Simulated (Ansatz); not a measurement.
## Ge under changes of volume

One of the cells (19.014 Å³/atom); the others are scaled copies at fixed shape and fractional positions:

```
Ge
1.0
    -2.49590    2.65086    1.43695
     2.49590   -2.65086    1.43695
     2.49590    2.65086   -1.43695
Ge
2
Direct
  0.31406 0.06406 0.25000
  0.68594 0.93594 0.75000
```

This isn't the form of Ge at room conditions, which is diamond.

* Program: Ansatz 0.2.0
* Functional: PBEsol
* Potentials or basis: Ansatz PAW
* Cutoff: 420 eV (not typed: the program's choice for these potentials)
* k mesh: 11 × 11 × 11
* Occupations: fermi-dirac, width 0.05 eV
* Spin: no spin polarisation

```tsv
volume (Å³/atom)	energy over the lowest point (meV/atom)	pressure (GPa)	largest force (eV/Å)
17.874	3.42	2.4	0.050
18.254	0.00	0.6	0.053
18.634	0.67	-1.1	0.057
19.014	4.98	-2.5	0.059
19.395	12.51	-3.8	0.060
19.775	22.86	-4.9	0.061
20.155	?	?	?
```

Question: What does the run at 20.155 Å³/atom give?

Answer: Energy over the lowest point 35.70 meV/atom; pressure -5.9 GPa; largest force 0.060 eV/Å.

Worked out: A Birch-Murnaghan fit of order 3 (a polynomial in V^(-2/3)) to the other rows has its minimum at 18.38 Å³/atom with B0 = V·E''(V) = 80 GPa and B' = 5.0 at fixed shape and positions, which overstates the stiffness. It gives 35.71 meV/atom at 20.155 Å³/atom, against the run's 35.70, and -dE/dV = -5.9 GPa, against -5.9.

Energies are extrapolated to zero smearing.

Caveats: the PAW data sets come from PBE, with cores solved anew for the run's functional, which leaves a small shift of forces and pressure.
